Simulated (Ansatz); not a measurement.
# Stability checks on a candidate for H₂Se

The structure comes from a generated guess, relaxed at this level; another structure or a mixture of phases may lie lower.

Level of theory: DFT PBE+D3(BJ), scalar-relativistic, plane waves, PAW (Ansatz 0.2.0). Plane waves to 420 eV, an 18×18×8 mesh through Γ for the 3-atom cell and 0.10 eV Gaussian smearing; no spin polarisation.

```
H Se
1.0
     1.85900   -1.86335    0.00000
     1.85900    1.86335    0.00000
     0.00000    0.00000    6.12475
H Se
2 1
Direct
  0.10091 0.10091 0.50000
  0.89909 0.89909 0.50000
  0.50000 0.50000 0.00000
```

Energies over the elements count from the elements' standard structures at the same level (H₂ as a molecule), with no fitted energy shifts.

Q: These tests were run: energy against the elements; phonons at Γ. What do they show?

A:

| test | result |
| --- | --- |
| energy against the elements | +0.09 eV/atom |
| phonons at Γ | imaginary modes down to 191i cm⁻¹ |

It fails 2 tests: energy against the elements and phonons at Γ. So it isn't even a local minimum.

With hydrogen, zero-point motion can shift formation energies by some tens of meV/atom. The run for the phonons used an 18×18×8 k mesh and Fermi–Dirac smearing of 0.15 eV.
